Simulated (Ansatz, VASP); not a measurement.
# Cross-check of P (black phosphorene 3 layers, AB) between VASP and Ansatz, part 2 of 2

Wanted: the spread between two codes on one cell, functional and k mesh. Of the first pair: The structure shown is the start of the Ansatz relaxation below; VASP solves that cell, so the two are compared at the walk's first step.

VASP 6.6.1 and Ansatz 0.2.0.

So far: Set-up; Ansatz: relaxation, PBE with D3(BJ).

## Step 3: VASP: single point, PBE with D3(BJ), start cell, pair 1

Level of this step: PBE with D3(BJ); plane waves and PAW (P) (VASP).

The same cell, functional, mesh and smearing now go to VASP, with its own data sets.

Lines of VASP's logs that name or quote its potential files are left out, and so is its time.

Contents of INCAR:

```
SYSTEM = P
PREC = Accurate
ENCUT = 400
EDIFF = 1E-06
NELM = 120
ISMEAR = -1
SIGMA = 0.05
LREAL = .FALSE.
ALGO = Normal
GGA = PE
IVDW = 12
NBANDS = 42
LORBIT = 11
LWAVE = .FALSE.
LCHARG = .FALSE.
ISIF = 2
LDIPOL = .TRUE.
IDIPOL = 3
DIPOL = 0.5 0.5 0.5
LVHAR = .TRUE.
LASPH = .TRUE.
GGA_COMPAT = .FALSE.
NELMDL = -8
KPAR = 2
```

Contents of POSCAR:

```
P
1.0
    4.6200000000      0.0000000000      0.0000000000
    0.0000000000      3.3000000000      0.0000000000
    0.0000000000      0.0000000000     57.2200000000
P
12
Direct
    0.0900000000      0.0000000000      0.3853547711
    0.4100000000      0.5000000000      0.3871024117
    0.9100000000      0.0000000000      0.4245019224
    0.5900000000      0.5000000000      0.4227542817
    0.0900000000      0.5000000000      0.4804264243
    0.4100000000      0.0000000000      0.4821740650
    0.9100000000      0.5000000000      0.5195735757
    0.5900000000      0.0000000000      0.5178259350
    0.0900000000      0.0000000000      0.5754980776
    0.4100000000      0.5000000000      0.5772457183
    0.9100000000      0.0000000000      0.6146452289
    0.5900000000      0.5000000000      0.6128975883
```

Contents of KPOINTS:

```
Automatic mesh
0
Gamma
8 10 1
0 0 0
```

Potentials, in the order of the species: P (PBE family, release 64).

The run is started by

```bash
> mpirun -np 2 vasp_std
```

Numbers of over 12 decimals in the logs are rounded to 6 here.

Output:

```text
[banner, memory and clock lines left out]
running    2 mpi-ranks, on    1 nodes
 distrk:  each k-point on    1 cores,    2 groups
 distr:  one band on    1 cores,    1 groups

 POSCAR found type information on POSCAR P
 POSCAR found :  1 types and      12 ions
 LDA part: xc-table for (Slater+PW92), standard interpolation
|                                                                             |
|           W    W    AA    RRRRR   N    N  II  N    N   GGGG   !!!           |
|           W    W   A  A   R    R  NN   N  II  NN   N  G    G  !!!           |
|           W    W  A    A  R    R  N N  N  II  N N  N  G       !!!           |
|           W WW W  AAAAAA  RRRRR   N  N N  II  N  N N  G  GGG   !            |
|           WW  WW  A    A  R   R   N   NN  II  N   NN  G    G                |
|           W    W  A    A  R    R  N    N  II  N    N   GGGG   !!!           |
|                                                                             |
|     One of the lattice vectors is very long (>50 A), but AMIN is rather     |
|     large. This can spoil convergence since charge sloshing might occur     |
|     along the long lattice vector. If problems with convergence are         |
|     observed, try to decrease AMIN to a smaller value (e.g. 0.01).          |
|     Note: This warning only applies if the self-consistency cycle is        |
|     used.                                                                   |
|                                                                             |

 POSCAR, INCAR and KPOINTS ok, starting setup
 FFT: planning ... GRIDC
 FFT: planning ... GRID_SOFT
 FFT: planning ... GRID
 WAVECAR not read
 entering main loop
       N       E                     dE             d eps       ncg     rms          rms(c)
DAV:   1     0.403502428503E+03    0.40350E+03   -0.16785E+04  2568   0.832E+02
DAV:   2    -0.723023289011E+01   -0.41073E+03   -0.39329E+03  3684   0.185E+02
DAV:   3    -0.629079889729E+02   -0.55678E+02   -0.55116E+02  3106   0.724E+01
DAV:   4    -0.646464747942E+02   -0.17385E+01   -0.17267E+01  3476   0.157E+01
DAV:   5    -0.646943455342E+02   -0.47871E-01   -0.47783E-01  3880   0.239E+00
DAV:   6    -0.646952931685E+02   -0.94763E-03   -0.94606E-03  3588   0.320E-01
DAV:   7    -0.646953367817E+02   -0.43613E-04   -0.43596E-04  3950   0.584E-02
DAV:   8    -0.646953379373E+02   -0.11556E-05   -0.11551E-05  3128   0.851E-03    0.173E+01
DAV:   9    -0.643203377765E+02    0.37500E+00   -0.28084E-01  3076   0.190E+00    0.102E+01
DAV:  10    -0.641724515083E+02    0.14789E+00   -0.45514E-01  3166   0.239E+00    0.545E-01
DAV:  11    -0.641710804440E+02    0.13711E-02   -0.39548E-02  3052   0.807E-01    0.376E-01
DAV:  12    -0.641709916997E+02    0.88744E-04   -0.30990E-03  3490   0.214E-01    0.210E-01
DAV:  13    -0.641707580272E+02    0.23367E-03   -0.85844E-04  3046   0.109E-01    0.969E-02
DAV:  14    -0.641706926482E+02    0.65379E-04   -0.35416E-04  3318   0.735E-02    0.368E-02
[...]
DAV:  21    -0.641712177886E+02   -0.39209E-04   -0.78164E-07  2206   0.305E-03    0.151E-03
DAV:  22    -0.641712451024E+02   -0.27314E-04   -0.55163E-07  2190   0.198E-03    0.172E-03
DAV:  23    -0.641712636252E+02   -0.18523E-04   -0.15768E-07  1916   0.130E-03    0.132E-03
DAV:  24    -0.641712778030E+02   -0.14178E-04   -0.38444E-07  2136   0.112E-03    0.548E-04
DAV:  25    -0.641712788684E+02   -0.10653E-05   -0.16022E-08  1550   0.446E-04    0.279E-04
DAV:  26    -0.641712830092E+02   -0.41408E-05   -0.42213E-08  1734   0.428E-04    0.169E-04
DAV:  27    -0.641712847438E+02   -0.17346E-05   -0.16945E-08  1570   0.288E-04    0.916E-05
DAV:  28    -0.641712854867E+02   -0.74297E-06   -0.56432E-09  1448   0.177E-04
   1 F= -.67768596E+02 E0= -.67767876E+02  d E =-.143930E-02
```

OUTCAR, selected parts (step 3):

```text
ion  position               nearest neighbor table
   1  0.090  0.000  0.385-   2 2.22   2 2.22   3 2.39
   2  0.410  0.500  0.387-   4 2.20   1 2.22   1 2.22
   3  0.910  0.000  0.425-   4 2.22   4 2.22   1 2.39
   4  0.590  0.500  0.423-   2 2.20   3 2.22   3 2.22
   5  0.090  0.500  0.480-   6 2.22   6 2.22   7 2.39
   6  0.410  0.000  0.482-   8 2.20   5 2.22   5 2.22
   7  0.910  0.500  0.520-   8 2.22   8 2.22   5 2.39
   8  0.590  0.000  0.518-   6 2.20   7 2.22   7 2.22
   9  0.090  0.000  0.575-  10 2.22  10 2.22  11 2.39
  10  0.410  0.500  0.577-  12 2.20   9 2.22   9 2.22
  11  0.910  0.000  0.615-  12 2.22  12 2.22   9 2.39
  12  0.590  0.500  0.613-  10 2.20  11 2.22  11 2.22

  LATTYP: Found a simple orthorhombic cell.
 ALAT       =     3.3000000000
 B/A-ratio  =     1.4000000000
 C/A-ratio  =    17.3393939394

 Subroutine GETGRP returns: Found  4 space group operations
 (whereof  4 operations were pure point group operations)

The static configuration has the point symmetry C_2h.

 Found     30 irreducible k-points:

   k-points           NKPTS =     30   k-points in BZ     NKDIM =     30   number of bands    NBANDS=     42

   dimension x,y,z NGX =    30 NGY =   24 NGZ =  378
   dimension x,y,z NGXF=    60 NGYF=   48 NGZF=  756

   ENCUT  =  400.0 eV  29.40 Ry    5.42 a.u.   7.53  5.38 93.31*2*pi/ulx,y,z

   NELECT =      60.0000    total number of electrons

 k-points in reciprocal lattice and weights: Automatic mesh
   0.00000000  0.00000000  0.00000000       0.013
   0.12500000  0.00000000  0.00000000       0.025
   0.25000000  0.00000000  0.00000000       0.025
   0.37500000  0.00000000  0.00000000       0.025
   0.50000000  0.00000000  0.00000000       0.013
   0.00000000  0.10000000  0.00000000       0.025
   0.12500000  0.10000000  0.00000000       0.050
   0.25000000  0.10000000  0.00000000       0.050
   0.37500000  0.10000000  0.00000000       0.050
[...]
0.37500000  0.50000000  0.00000000       0.025
   0.50000000  0.50000000  0.00000000       0.013

 dipolmoment           0.000000      0.000000     -0.000000 electrons x Angstroem

 average (electrostatic) potential at core
       1 -91.1692       2 -91.0509       3 -91.1979       4 -91.0796       5 -91.2248
       6 -91.1055       7 -91.2248       8 -91.1055       9 -91.1979      10 -91.0796
      11 -91.1692      12 -91.0509

 E-fermi :  -1.5525

 k-point     1 :       0.0000    0.0000    0.0000
  band No.  band energies     occupation
    ...
     26      -3.8994      2.00000
     27      -3.4146      2.00000
     28      -2.5702      2.00000
     29      -2.1057      1.99997
     30      -1.6561      1.77629
     31      -1.4470      0.21625
     32      -1.1703      0.00096
     33      -1.1261      0.00040
     34      -0.6124      0.00000
     35      -0.4964      0.00000
    ...

 k-point     2 :       0.1250    0.0000    0.0000
  band No.  band energies     occupation
    ...
     26      -3.6502      2.00000
     27      -3.2200      2.00000
     28      -3.0830      2.00000
     29      -2.6338      2.00000
     30      -2.2311      2.00000
     31      -0.9282      0.00001
     32      -0.6576      0.00000
     33      -0.5818      0.00000
     34      -0.5286      0.00000
     35      -0.4340      0.00000
    ...

 k-point     3 :       0.2500    0.0000    0.0000
  band No.  band energies     occupation
    ...
     26      -3.6689      2.00000
     27      -3.1428      2.00000
     28      -2.9542      2.00000
     29      -2.8205      2.00000
     30      -2.5985      2.00000
     31      -0.5337      0.00000
     32      -0.2808      0.00000
     33      -0.2225      0.00000
     34      -0.1286      0.00000
     35      -0.0691      0.00000
    ...

 Edisp (eV)   -3.59731

  Total      -4.39088    -3.80466    -4.07940     0.00000     0.00000    -0.42304
  in kB      -8.06415    -6.98751    -7.49209     0.00000     0.00000    -0.77695
  external pressure =       -7.51 kB  Pullay stress =        0.00 kB

  energy-cutoff  :      400.00
  volume of cell :      872.38
      direct lattice vectors                 reciprocal lattice vectors
     4.620000000  0.000000000  0.000000000     0.216450216  0.000000000  0.000000000
     0.000000000  3.300000000  0.000000000     0.000000000  0.303030303  0.000000000
     0.000000000  0.000000000 57.220000000     0.000000000  0.000000000  0.017476407

 POSITION                                       TOTAL-FORCE (eV/Angst)
 -----------------------------------------------------------------------------------
      0.41580      0.00000     22.05000        -0.018634     -0.000000      1.104651
      1.89420      1.65000     22.15000         0.113157     -0.000000     -0.742720
      4.20420      0.00000     24.29000         0.073902     -0.000000     -1.011336
      2.72580      1.65000     24.19000        -0.186588     -0.000000      0.832467
      0.41580      1.65000     27.49000        -0.065440      0.000000      1.003620
      1.89420      0.00000     27.59000         0.178008     -0.000000     -0.837826
      4.20420      1.65000     29.73000         0.065440     -0.000000     -1.003620
      2.72580      0.00000     29.63000        -0.178008     -0.000000      0.837826
      0.41580      0.00000     32.93000        -0.073902     -0.000000      1.011336
      1.89420      1.65000     33.03000         0.186588     -0.000000     -0.832467
      4.20420      0.00000     35.17000         0.018634     -0.000000     -1.104651
      2.72580      1.65000     35.07000        -0.113157     -0.000000      0.742720
 -----------------------------------------------------------------------------------
    total drift:                                0.000000      0.000000      0.000000

  FREE ENERGIE OF THE ION-ELECTRON SYSTEM (eV)
  ---------------------------------------------------
  free  energy   TOTEN  =       -67.7685956521 eV

  energy  without entropy=      -67.7671563568  energy(sigma->0) =      -67.76787600

 vacuum level on the upper side and lower side of the slab         2.903         2.903

 total charge
# of ion       s       p       d       tot
------------------------------------------
    1        1.091   1.345   0.000   2.436
    2        1.070   1.406   0.000   2.476
    3        1.092   1.343   0.000   2.435
    4        1.071   1.403   0.000   2.474
    5        1.093   1.342   0.000   2.434
    6        1.072   1.403   0.000   2.474
    7        1.093   1.342   0.000   2.434
    8        1.072   1.403   0.000   2.474
    9        1.092   1.343   0.000   2.435
   10        1.071   1.403   0.000   2.474
   11        1.091   1.345   0.000   2.436
   12        1.070   1.406   0.000   2.476
--------------------------------------------------
tot         12.979  16.482   0.000  29.460

[... 3 further parts left out ...]
```

## Step 4: Side by side

Known differences besides the potentials themselves: Ansatz cuts the interaction across the vacuum, VASP repeats the sheet with a dipole correction; the cutoff is 420 eV in Ansatz and 400 eV in VASP. Total energies have different zeros and are not compared.

Forces on 7 of the 12 atoms, those with the largest forces and the largest differences (eV/Å; atoms numbered as in POSCAR):

```csv
atom,"Ansatz x, y, z","VASP x, y, z"
P1,"-0.057, 0.000, 1.072","-0.019, 0.000, 1.105"
P3,"0.114, 0.000, -0.977","0.074, 0.000, -1.011"
P5,"-0.106, 0.000, 0.970","-0.065, 0.000, 1.004"
P6,"0.208, 0.000, -0.871","0.178, 0.000, -0.838"
P7,"0.106, 0.000, -0.970","0.065, 0.000, -1.004"
P9,"-0.114, 0.000, 0.977","-0.074, 0.000, 1.011"
P11,"0.057, 0.000, -1.072","0.019, 0.000, -1.105"
```

The forces differ by 28 meV/Å r.m.s., which is 5.1 % of the r.m.s. force of 0.542 eV/Å (both taken over all components). With vacuum in the cell, a pressure given here is an average over mostly empty space and none of the material.

## Step 5: Ansatz: relaxation, PBE with D3(BJ)

This run makes the geometry at which the two programs are then compared.

The structure compared here is the end of the Ansatz relaxation.

Contents of input.yaml:

```yaml
crystal:
  lattice:
    - [4.62, 0.0, 0.0]
    - [0.0, 3.3, 0.0]
    - [0.0, 0.0, 57.220000002]
  atoms:
    - { symbol: P, position: [0.09, 0.0, 0.385354771] }
    - { symbol: P, position: [0.41, 0.5, 0.3871024117] }
    - { symbol: P, position: [0.91, 0.0, 0.4245019224] }
    - { symbol: P, position: [0.59, 0.5, 0.4227542817] }
    - { symbol: P, position: [0.09, 0.5, 0.4804264243] }
    - { symbol: P, position: [0.41, 0.0, 0.482174065] }
    - { symbol: P, position: [0.91, 0.5, 0.5195735757] }
    - { symbol: P, position: [0.59, 0.0, 0.517825935] }
    - { symbol: P, position: [0.09, 0.0, 0.5754980776] }
    - { symbol: P, position: [0.41, 0.5, 0.5772457183] }
    - { symbol: P, position: [0.91, 0.0, 0.614645229] }
    - { symbol: P, position: [0.59, 0.5, 0.6128975883] }
  periodic: [true, true, false]
kpoints:
  mp_grid: { grid: [8, 10, 1] }
hamiltonian:
  xc: pbe
  dispersion: d3bj
scf:
  occupations: { method: fermi_dirac, width: 0.05 }
  convergence: { dr2_threshold: 1.0e-09 }
relax:
  f_tol: 0.004
  max_steps: 90
  cell: {}
output:
  write_potential: true
  write_density: true
  volumetric_format: npy
```

The run is started by

```bash
> ansatz run input.yaml --threads 4 --pin off --max-ram 8192MiB --backend cpu --events-out ev --progress --plain --runs-dir out
```

Output:

```text
[...]
Crystal: 12 atoms, lattice volume = 872.376 Å³
Basis set: ecut = 420 eV, 17251 PW (Γ), exchange–correlation on 64×48×768 points (8 copies of the dense FFT grid, shifted against one another)
Bands: 42, of which v1, the nominal top of the filled ones, is band 30 counted from 1 (29 counted from 0)
Symmetry: 4 space group operations
[...]
- { symbol: P, position: [0.576234, 0.5, 0.429819] }
    - { symbol: P, position: [0.075550, 0.5, 0.481136] }
    - { symbol: P, position: [0.424468, 0.0, 0.481135] }
    - { symbol: P, position: [0.924450, 0.5, 0.518864] }
    - { symbol: P, position: [0.575532, 0.0, 0.518865] }
    - { symbol: P, position: [0.074499, 0.0, 0.570187] }
    - { symbol: P, position: [0.423766, 0.5, 0.570181] }
    - { symbol: P, position: [0.922775, 0.0, 0.607837] }
    - { symbol: P, position: [0.575490, 0.5, 0.607833] }
[key lines of the parts left out:]
SCF converged after 4 iterations
Free energy (F): -9071.899188 eV
Fermi energy:    -4.398610 eV
P = ½ c Tr σ = -0.0083 N/m
```

## Step 6: VASP: single point, PBE with D3(BJ), relaxed cell, pair 2

The same cell, functional, mesh and smearing now go to VASP, with its own data sets.

INCAR is that of step 3.

Contents of POSCAR:

```
P
1.0
    4.2610124793      0.0000000000      0.0000000000
    0.0000000000      3.3101561804      0.0000000000
    0.0000000000      0.0000000000     57.2200000020
P
12
Direct
    0.0772245970      0.0000000000      0.3921628433
    0.4245096304      0.5000000000      0.3921672701
    0.9255006929      0.0000000000      0.4298134634
    0.5762338939      0.5000000000      0.4298189267
    0.0755499847      0.5000000000      0.4811358838
    0.4244684238      0.0000000000      0.4811350534
    0.9244500153      0.5000000000      0.5188641162
    0.5755315762      0.0000000000      0.5188649466
    0.0744993071      0.0000000000      0.5701865366
    0.4237661061      0.5000000000      0.5701810733
    0.9227754030      0.0000000000      0.6078371567
    0.5754903696      0.5000000000      0.6078327299
```

KPOINTS is that of step 3.

The run is started by

```bash
> mpirun -np 2 vasp_std
```

Output:

```text
[banner, memory and clock lines left out]
running    2 mpi-ranks, on    1 nodes
[...]
LDA part: xc-table for (Slater+PW92), standard interpolation
 [... a notice as in an earlier step ...]

 POSCAR, INCAR and KPOINTS ok, starting setup
[...]
entering main loop
       N       E                     dE             d eps       ncg     rms          rms(c)
DAV:   1     0.406136171039E+03    0.40614E+03   -0.17117E+04  2584   0.841E+02
DAV:   2    -0.105502645354E+02   -0.41669E+03   -0.40005E+03  3732   0.188E+02
DAV:   3    -0.630431962059E+02   -0.52493E+02   -0.51952E+02  3064   0.718E+01
DAV:   4    -0.646564704947E+02   -0.16133E+01   -0.16020E+01  3582   0.151E+01
[...]
DAV:  26    -0.642182069473E+02   -0.19252E-05   -0.21214E-08  1734   0.300E-04    0.409E-04
DAV:  27    -0.642182084360E+02   -0.14887E-05   -0.22113E-08  1708   0.250E-04    0.143E-04
DAV:  28    -0.642182093622E+02   -0.92617E-06   -0.12779E-08  1640   0.201E-04
   1 F= -.68336280E+02 E0= -.68333501E+02  d E =-.555949E-02
```

OUTCAR, selected parts (step 6):

```text
 Edisp (eV)   -4.11807

  Total      -0.41649    -0.41784    -0.47775     0.00000     0.00000     0.00315
  in kB      -0.82680    -0.82949    -0.94842     0.00000     0.00000     0.00625
  external pressure =       -0.87 kB  Pullay stress =        0.00 kB

 POSITION                                       TOTAL-FORCE (eV/Angst)
 -----------------------------------------------------------------------------------
      0.32905      0.00000     22.43956         0.033500     -0.000000      0.038716
      1.80884      1.65508     22.43981        -0.033372      0.000000      0.039039
      3.94357      0.00000     24.59393        -0.041698     -0.000000     -0.042465
      2.45534      1.65508     24.59424         0.041099     -0.000000     -0.042667
      0.32192      1.65508     27.53060         0.040671     -0.000000      0.041098
      1.80867      0.00000     27.53055        -0.040438     -0.000000      0.041388
      3.93909      1.65508     29.68940        -0.040671     -0.000000     -0.041098
      2.45235      0.00000     29.68945         0.040438      0.000000     -0.041388
      0.31744      0.00000     32.62607         0.041698     -0.000000      0.042465
      1.80567      1.65508     32.62576        -0.041099      0.000000      0.042667
      3.93196      0.00000     34.78044        -0.033500      0.000000     -0.038716
      2.45217      1.65508     34.78019         0.033372     -0.000000     -0.039039
 -----------------------------------------------------------------------------------
    total drift:                               -0.000000      0.000000     -0.000000

  FREE ENERGIE OF THE ION-ELECTRON SYSTEM (eV)
  ---------------------------------------------------
  free  energy   TOTEN  =       -68.3362804314 eV

  energy  without entropy=      -68.3307209426  energy(sigma->0) =      -68.33350069

[... 1 part as in an earlier step ...]

[... 2 further parts left out ...]
[key lines of the parts left out:]
E-fermi :  -1.2743
```

The gap is under twice the smearing width, so the edge states are partly filled and the run can't tell a small gap from a semimetal.

## Step 7: Comparison

Forces on 7 of the 12 atoms, those with the largest forces and the largest differences (eV/Å; atoms numbered as in POSCAR):

```csv
atom,"Ansatz x, y, z","VASP x, y, z"
P3,"-0.002, 0.000, 0.000","-0.042, 0.000, -0.042"
P4,"0.002, 0.000, 0.000","0.041, 0.000, -0.043"
P5,"0.000, 0.000, 0.000","0.041, 0.000, 0.041"
P6,"0.000, 0.000, 0.000","-0.040, 0.000, 0.041"
P8,"0.000, 0.000, 0.000","0.040, 0.000, -0.041"
P9,"0.002, 0.000, 0.000","0.042, 0.000, 0.042"
P10,"-0.002, 0.000, 0.000","-0.041, 0.000, 0.043"
```

The forces differ by 33 meV/Å r.m.s., where the r.m.s. force is 0.001 eV/Å in Ansatz and 0.032 eV/Å in VASP: the atoms lie near their places of rest in Ansatz, so a percentage would say little (all taken over all components). Our record labels this cell a metal in Ansatz alone; each run is judged by its own test, so with a small gap or wide smearing the label says little about the levels. With vacuum in the cell, a pressure given here is an average over mostly empty space and none of the material.

## Step 8: Results

| Quantity | Value |
| --- | --- |
| r.m.s. force difference (single point, PBE with D3(BJ), start cell, pair 1) | 5.1 % of the r.m.s. force |
| r.m.s. force difference (single point, PBE with D3(BJ), relaxed cell, pair 2) | 33 meV/Å |

The r.m.s. force difference is 33 meV/Å (single point, PBE with D3(BJ), relaxed cell, pair 2), beyond the 12 meV/Å picked in this series as the mark of a large difference. What causes the difference of the single point, PBE with D3(BJ), start cell, pair 1 pair stays open here. What causes the difference of the single point, PBE with D3(BJ), relaxed cell, pair 2 pair stays open here. Such differences can come from data sets, numerical settings and the points named under the comparisons, not from the functional's error against experiment.

[Lines on the potential files, build, host, timing and source positions are cut from VASP's logs without a mark.]

[Logs are printed without paths, hosts, clocks, repeated set-up lines and the standing remarks that a program may print on its own settings, such as how far it seeks lower states.]

[Hosts, paths, dates, database ids (printed as entryN), source tags and the programs' standing remarks are cut or masked in the printed files.]
